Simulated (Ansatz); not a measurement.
# What CsPbCl3 (model cell, started as cubic perovskite with Pb in the octahedra) distorts into, part 2 of 2

Aim: this structure of CsPbCl3 (model cell, started as cubic perovskite with Pb in the octahedra) is to be tested for unstable modes, and one is followed downhill.

Ansatz 0.2.0; DFT LDA, scalar-relativistic, plane waves, PAW; PAW set soft_1.

So far, highest frequency on the path or at a solved wavevector (cm⁻¹): step 2 (the dispersion) 280. Also lowest frequency on the path (cm⁻¹): step 2 -55.8.

## 6. Relaxation from the frozen mode

Starting from the lowest point found, all atoms and the cell are let go, so that strain and other modes of the same symmetry can join in.

File input.yaml:

```yaml
crystal:
  lattice:
    - [-5.5203976441, 0.0, 0.0]
    - [0.0, -5.5203976441, -5.5203976441]
    - [0.0, -5.5203976441, 5.5203976441]
  atoms:
    - { symbol: Cs, position: [0.0, 0.5, 0.5] }
    - { symbol: Cs, position: [0.0, 0.0, 0.0] }
    - { symbol: Pb, position: [0.5, 0.0, 0.5] }
    - { symbol: Pb, position: [0.5, 0.5, 0.0] }
    - { symbol: Cl, position: [0.5, 0.1956560887, 0.1956560887] }
    - { symbol: Cl, position: [0.5, 0.8043439113, 0.8043439113] }
    - { symbol: Cl, position: [0.5, 0.3043439113, 0.6956560887] }
    - { symbol: Cl, position: [0.5, 0.6956560887, 0.3043439113] }
    - { symbol: Cl, position: [0.0, 0.0, 0.5] }
    - { symbol: Cl, position: [0.0, 0.5, 0.0] }
kpoints:
  mp_grid: { grid: [8, 6, 6] }
hamiltonian:
  xc: lda
  pseudopotentials: { kind: paw, azcp: { folder: soft_1 }, xc_functional: pbe }
scf:
  occupations: { method: fixed }
output:
  forces: true
  stress: true
  eigenvalues: true
relax:
  adjacent_minimum: "off"
  f_tol: 0.002
  max_steps: 120
  cell: { stress_tol: 0.03 }
```

Started as:

```console
$ ansatz run input.yaml --threads 4 --pin off --max-ram 16384MiB --backend cpu --events-out ev --progress --plain --runs-dir out
```

Numbers of over 12 decimals in the logs are rounded to 6 here.

Log:

```text
[...]
Crystal: 10 atoms, lattice volume = 336.466 Å³
Basis set: ecut = 420 eV, 6563 PW (Γ)
Bands: 54, of which v1, the nominal top of the filled ones, is band 44 counted from 1 (43 counted from 0)
Symmetry: 16 space group operations
[...]
k-points: 50 of 288
[...]
SCF iter   1: F=—  HF=-40500.069116 eV  |F-HF|=—  |Δ(HF+E_count)|=         —  Δρ=2.51e-2  dr2=5.14e0  ethr=3.10e-3  ⟨swp⟩=5.7  Hψ=10195  notcnv=0  defer=339
[...]
SCF iter   8: F=-40497.506789 eV  HF=-40497.506789 eV  |F-HF|=1.74e-8  |Δ(HF+E_count)|=   3.00e-8  Δρ=2.82e-6  dr2=4.57e-8  ethr=1.14e-10  ⟨swp⟩=20.3  Hψ=19448  notcnv=0
SCF 1 converged in 8 iterations: F = -40497.506789 eV  dr2 = 4.57e-8
[...]
relax step   1: F+E_penalty+E_count = -40497.50678944 eV  Δ(F+E_penalty+E_count) = +0.000e0 eV  max|allowed force component| = 2.464e-2 eV/Å  Δτ_max = 0.0000 Å  P = -0.561 GPa  Ω = 336.466 Å³  (8 SCF iters, dr2 threshold 1.00e-7 eV, accepted)
Crystal: 10 atoms, lattice volume = 330.655 Å³
Basis set: ecut = 420 eV, 6455 PW (Γ)
[...]
iter 1 solved again at ethr=3.71e-6 eV; its pass at ethr=3.10e-3 eV (dr2=3.27e-3 eV) is discarded
[...]
SCF iter   5: F=-40497.552053 eV  HF=-40497.552053 eV  |F-HF|=4.70e-8  |Δ(HF+E_count)|=   7.05e-7  Δρ=7.93e-6  dr2=2.12e-7  ethr=1.14e-9  ⟨swp⟩=16.5  Hψ=18037  notcnv=0
SCF 2 converged in 5 iterations: F = -40497.552053 eV  dr2 = 2.12e-7
relax step   2: F+E_penalty+E_count = -40497.55205299 eV  Δ(F+E_penalty+E_count) = -4.526e-2 eV  max|allowed force component| = 5.268e-2 eV/Å  Δτ_max = 0.0332 Å  P = -0.185 GPa  Ω = 330.655 Å³  energy of the carried Pulay correction = +3.534e-4 eV  (5 SCF iters, dr2 threshold 1.00e-6 eV, accepted)
Crystal: 10 atoms, lattice volume = 324.607 Å³
Basis set: ecut = 420 eV, 6291 PW (Γ)
[...]
SCF iter   6: F=-40497.583481 eV  HF=-40497.583481 eV  |F-HF|=6.11e-8  |Δ(HF+E_count)|=   6.80e-8  Δρ=6.35e-6  dr2=1.34e-7  ethr=4.07e-10  ⟨swp⟩=17.2  Hψ=18046  notcnv=0
the search or the solves at the SCF's close seem to have found levels that the self-consistency loop had missed (the run counts 1). By its estimate they hold under 1e-12 electrons; where the run keeps them, the occupations were computed again with them
SCF 3 converged in 6 iterations: F = -40497.583481 eV  dr2 = 1.34e-7
relax step   3: F+E_penalty+E_count = -40497.58348078 eV  Δ(F+E_penalty+E_count) = -3.143e-2 eV  max|allowed force component| = 2.339e-2 eV/Å  Δτ_max = 0.1232 Å  P = +0.081 GPa  Ω = 324.607 Å³  energy of the carried Pulay correction = +7.291e-4 eV  (6 SCF iters, dr2 threshold 3.59e-7 eV, accepted)
[...]
relax step   4: F+E_penalty+E_count = -40497.58452951 eV  Δ(F+E_penalty+E_count) = -1.049e-3 eV  max|allowed force component| = 1.476e-2 eV/Å  Δτ_max = 0.0442 Å  P = -0.054 GPa  Ω = 324.919 Å³  energy of the carried Pulay correction = +7.096e-4 eV  (6 SCF iters, dr2 threshold 3.42e-8 eV, accepted)
[...]
relax step   5: F+E_penalty+E_count = -40497.58494248 eV  Δ(F+E_penalty+E_count) = -4.130e-4 eV  max|allowed force component| = 5.319e-4 eV/Å  Δτ_max = 0.0127 Å  P = +0.006 GPa  Ω = 324.584 Å³  energy of the carried Pulay correction = +7.306e-4 eV  (5 SCF iters, dr2 threshold 1.36e-8 eV, accepted)
[...]
SCF iter   5: F=-40497.584318 eV  HF=-40497.584318 eV  |F-HF|=7.28e-12  |Δ(HF+E_count)|=  7.28e-12  Δρ=5.01e-8  dr2=1.31e-11  ethr=1.00e-12  ⟨swp⟩=20.0  Hψ=18746  notcnv=0
SCF 6 converged in 5 iterations: F = -40497.584318 eV  dr2 = 1.31e-11
[...]
relax step   6: F+E_penalty+E_count = -40497.58431803 eV  Δ(F+E_penalty+E_count) = +6.245e-4 eV  max|allowed force component| = 5.348e-4 eV/Å  Δτ_max = 0.0000 Å  P = +0.005 GPa  Ω = 324.584 Å³  stress off target by 1.15e-2 GPa  SCF on the basis re-selected at this cell (its energy is not comparable with the rows above)  (5 SCF iters)
basis re-selected at this cell: Δ(F+E_penalty+E_count) = +6.245e-4 eV, ΔP = -0.001 GPa vs the last step (what re-selecting the basis moved, of the pressure what is left beyond the Pulay correction that the steps carried, after the strain that the cell walked since its last selection, with what the two solves' SCF thresholds leave and, on support functions, any second-order correction that the steps lacked; it is no m [...]
SCF converged after 5 iterations
Free energy (F): -40497.584318 eV
[...]
Internal energy: -40497.584318 eV  (E = F + TS)
E sigma→0 (E₀):  -40497.584318 eV
Fermi energy:    4.330011 eV
[...]
--- Forces (eV/Å), atoms counted from 1 ---
  atom   1  Cs    -0.00000000     0.00000000    -0.00000000
  atom   2  Cs    -0.00000000     0.00000000     0.00000000
  atom   3  Pb    -0.00000000     0.00000000     0.00000000
  atom   4  Pb     0.00000000     0.00000000     0.00000000
  atom   5  Cl     0.00000000     0.00053475    -0.00000000
  atom   6  Cl    -0.00000000    -0.00053475     0.00000000
  atom   7  Cl     0.00000000    -0.00000000    -0.00053475
  atom   8  Cl    -0.00000000     0.00000000     0.00053475
  atom   9  Cl     0.00000000    -0.00000000     0.00000000
  atom  10  Cl     0.00000000    -0.00000000     0.00000000
  max |Σ_I F_I| component: 2.60e-18 eV/Å
--- Stress (GPa, compression-positive) ---
       -0.008296       0.000000      -0.000000
        0.000000       0.011536      -0.000000
       -0.000000      -0.000000       0.011536
  P = ⅓ Tr σ = 0.0049 GPa (0.049 kbar)
--- Band table (eV; the first three rows and the last of 50) ---
  k-point 0: bands = [... 40 lower, 2.0887, 2.1378, 2.1378, 3.5863, 7.0787, 7.0787, 7.8715, 8.5389, ... 6 higher]
  k-point 1: bands = [... 40 lower, 2.0417, 2.1253, 2.3000, 3.3634, 7.2282, 7.3300, 8.0528, 8.6551, ... 6 higher]
  k-point 2: bands = [... 40 lower, 1.9972, 2.0738, 2.4084, 2.8954, 7.6727, 7.9130, 8.4957, 8.9898, ... 6 higher]
  k-point 49: bands = [... 40 lower, 2.1194, 2.1194, 3.4924, 3.4924, 6.7317, 6.7317, 6.9128, 6.9128, ... 6 higher]
--- Relaxed structure (5 steps of the walk, 5 accepted, 1 SCFs on fresh bases) ---
  F+E_penalty+E_count = -40497.58431803 eV   max|allowed force component| = 5.348e-4 eV/Å   (the final SCF, on the basis selected at the relaxed cell)
  cell:  # Å, volume = 324.5842 Å³
    - [-5.631776, 0, 0]
    - [0, -5.368167, -5.368167]
    - [0, -5.368167, 5.368167]
  atoms:
    - { symbol: Cs, position: [0, 0.5, 0.5] }
    - { symbol: Cs, position: [0, 0, 0] }
    - { symbol: Pb, position: [0.5, 0.0, 0.5] }
    - { symbol: Pb, position: [0.5, 0.5, 0.0] }
    - { symbol: Cl, position: [0.5, 0.178641, 0.178641] }
    - { symbol: Cl, position: [0.5, 0.821359, 0.821359] }
    - { symbol: Cl, position: [0.5, 0.321359, 0.678641] }
    - { symbol: Cl, position: [0.5, 0.678641, 0.321359] }
    - { symbol: Cl, position: [0, 0.0, 0.5] }
    - { symbol: Cl, position: [0, 0.5, 0.0] }
```

Run time: 90 s. Hardware: 4 threads of Intel Xeon Platinum 8259CL at 2.50GHz (Skylake/Cascade Lake), shared host; peak memory 1.2 GiB; 5.7 min of CPU time.

Step by step:

```tsv
step	energy less that of the first step (eV)	largest force component (eV/Å)	pressure (GPa)	volume (Å³)
1	0.0000	0.0246	-0.56	336.47
2	-0.0453	0.0527	-0.18	330.65
3	-0.0767	0.0234	0.08	324.61
4	-0.0777	0.0148	-0.05	324.92
5	-0.0782	0.0005	0.01	324.58
6*	-0.0775	0.0005	0.00	324.58
```

Relaxation steps marked * repeat the geometry before them on a plane-wave basis chosen anew for their cell, so energy and pressure can jump there.

Forces are held to the 16 operations that the run works with; a distortion that breaks them can't arise in this run.

```tsv
cell as run	before	after	change
a (Å)	5.520	5.632	+2.0 %
b (Å)	7.807	7.592	-2.8 %
c (Å)	7.807	7.592	-2.8 %
volume (Å³/atom)	33.65	32.46	-3.5 %
```

The atoms that moved most (Å, as changes of fractional coordinates times the final cell):

```tsv
atom	dx	dy	dz	length
Cl6	0.000	-0.183	0.000	0.183
Cl8	0.000	0.000	0.183	0.183
Cl7	0.000	0.000	-0.183	0.183
Cl5	0.000	0.183	0.000	0.183
```

The relaxed structure:

```cif
data_structure
_symmetry_space_group_name_H-M 'P 1'
_symmetry_Int_Tables_number 1
_cell_length_a 5.6318
_cell_length_b 7.5917
_cell_length_c 7.5917
_cell_angle_alpha 90.000
_cell_angle_beta 90.000
_cell_angle_gamma 90.000
_cell_volume 324.58
loop_
_atom_site_label
_atom_site_type_symbol
_atom_site_fract_x
_atom_site_fract_y
_atom_site_fract_z
_atom_site_occupancy
Cs1 Cs 0.00000 0.50000 0.50000 1
Cs2 Cs 0.00000 0.00000 0.00000 1
Pb3 Pb 0.50000 0.00000 0.50000 1
Pb4 Pb 0.50000 0.50000 0.00000 1
Cl5 Cl 0.50000 0.17864 0.17864 1
Cl6 Cl 0.50000 0.82136 0.82136 1
Cl7 Cl 0.50000 0.32136 0.67864 1
Cl8 Cl 0.50000 0.67864 0.32136 1
Cl9 Cl 0.00000 0.00000 0.50000 1
Cl10 Cl 0.00000 0.50000 0.00000 1
```

This step gave:

* pressure: 0.004925 GPa
* gap on the k-mesh: 1.850 eV
* volume per atom: 32.46 Å³

The distorted start has space group P4/mbm; the relaxation ends in P4/mbm.

## 7. The new phase in its own primitive cell

The relaxed structure is symmetrised, reduced to its primitive cell and relaxed tightly, as its phonons need.

File input.yaml:

```yaml
crystal:
  lattice:
    - [7.5917342945, 0.0, 0.0]
    - [0.0, 7.5917342945, 0.0]
    - [0.0, 0.0, 5.6317758564]
  atoms:
    - { symbol: Cs, position: [0.5, 0.0, 0.0] }
    - { symbol: Cs, position: [0.0, 0.5, 0.0] }
    - { symbol: Pb, position: [0.0, 0.0, 0.5] }
    - { symbol: Pb, position: [0.5, 0.5, 0.5] }
    - { symbol: Cl, position: [0.1786409521, 0.6786409521, 0.5] }
    - { symbol: Cl, position: [0.8213590479, 0.3213590479, 0.5] }
    - { symbol: Cl, position: [0.3213590479, 0.1786409521, 0.5] }
    - { symbol: Cl, position: [0.6786409521, 0.8213590479, 0.5] }
    - { symbol: Cl, position: [0.0, 0.0, 0.0] }
    - { symbol: Cl, position: [0.5, 0.5, 0.0] }
kpoints:
  mp_grid: { grid: [6, 6, 8] }
hamiltonian:
  xc: lda
  pseudopotentials: { kind: paw, azcp: { folder: soft_1 }, xc_functional: pbe }
scf:
  occupations: { method: fixed }
output:
  forces: true
  stress: true
  eigenvalues: true
relax:
  adjacent_minimum: "off"
  f_tol: 0.001
  max_steps: 60
  cell: { stress_tol: 0.01 }
```

Log:

```text
[...]
Crystal: 10 atoms, lattice volume = 324.584 Å³
Basis set: ecut = 420 eV, 6307 PW (Γ)
Bands: 54, of which v1, the nominal top of the filled ones, is band 44 counted from 1 (43 counted from 0)
Symmetry: 16 space group operations
[...]
k-points: 50 of 288
[...]
- { symbol: Cs, position: [0, 0.500000, 0.0] }
    - { symbol: Pb, position: [0, 0, 0.500000] }
    - { symbol: Pb, position: [0.500000, 0.500000, 0.500000] }
    - { symbol: Cl, position: [0.178647, 0.678647, 0.500000] }
    - { symbol: Cl, position: [0.821353, 0.321353, 0.500000] }
    - { symbol: Cl, position: [0.321353, 0.178647, 0.500000] }
    - { symbol: Cl, position: [0.678647, 0.821353, 0.500000] }
    - { symbol: Cl, position: [0, 0, 0.0] }
    - { symbol: Cl, position: [0.500000, 0.500000, 0.0] }
[key lines of the parts left out:]
SCF converged after 5 iterations
Free energy (F): -40497.584322 eV
Fermi energy:    4.327464 eV
P = ⅓ Tr σ = 0.0004 GPa (0.004 kbar)
```

Elapsed: 44 s, on 4 threads; peak memory 1.2 GiB; 2.9 min of CPU time.

Little changed from the start: no atom moved by 0.005 Å and no cell edge by 0.1 %.

This step gave:

| Item | Value |
| --- | --- |
| pressure | 4.27e-4 GPa |
| gap on the k-mesh | 1.852 eV |
| direct gap on mesh | 1.852 eV |

The largest force component left is 0.12 meV/Å and the pressure is 0.000 GPa, within the tolerances set. The cell now holds 32.46 Å³/atom.

## 8. The phases reached

The phases reached along the modes that were followed are set side by side.

Energies are those of the first relaxation, on the mesh of the frozen mode; space group, volume and gap are those of the last relaxation. Phases, by row:

```tsv
mode frozen in	space group	energy from parent (meV/atom)	volume (Å³/atom)	gap on mesh (eV)	lowest zone-centre optical mode (cm⁻¹)	largest shift (Å)
parent	Pm-3m	0	33.65	1.539	–	–
q = (-0.5, -0.5, -0.5), 56i cm⁻¹	I4/mcm	-23.62	32.46	1.858	–	0.767
q = (-0.5, -0.5, -0.5), 56i cm⁻¹	R-3c	-19.86	32.61	1.829	–	0.578
q = (-0.5, -0.5, -0.5), 56i cm⁻¹	Imma	-21.82	32.67	1.978	–	0.7
q = (0, -0.5, -0.5), 55i cm⁻¹	P4/mbm	-23.13	32.46	1.852	–	0.766
```

## 9. Summary of results

| Quantity | Value |
| --- | --- |
| unstable mode of the parent | q = (0, -0.5, -0.5), 55i cm⁻¹ |
| depth at the lowest point sampled | 15.4 meV/atom |
| largest atomic shift at that point | 0.6 Å |
| space group reached (within 0.01 Å) | P4/mbm |
| energy gained over the parent (first relaxation, on the mesh of the frozen mode) | 23.1 meV/atom |
| volume per atom, phase reached | 32.5 Å³ |
| gap on the k-mesh, phase reached | 1.85 eV |

**Reading.** Along this mode the structure falls into P4/mbm, 23.1 meV/atom below the parent. At the parent's cell the well is 15.38 meV/atom deep on the steps tried, with its lowest point at a shift of 0.6 Å. That is the last step tried, so the steps alone don't bracket the bottom of the well. Relaxing atoms and cell changes the gain by +7.75 meV/atom against the lowest step (energies at zero smearing). The modes of the phase reached were not computed on this path. Of the 4 patterns followed to their end from this parent, this one ends 0.493 meV/atom above the lowest, I4/mcm. Another end point lies within 1 meV/atom; how such a difference moves with mesh and cutoff was not tested. Each path keeps the symmetry of its pattern, so a lower phase may lie along a pattern not tried. Spin-orbit coupling is left out, which can matter for the heavy elements here. The PAW files were made for PBE and serve the other functionals too. The starting cell was built on a prototype and not taken from a measurement, so the phase need not exist.

[Logs are printed without paths, hosts, clocks, repeated set-up lines and the standing remarks that a program may print on its own settings, such as how far it seeks lower states.]

[Hosts, paths, dates, database ids (printed as entryN), source tags and the programs' standing remarks are cut or masked in the printed files.]
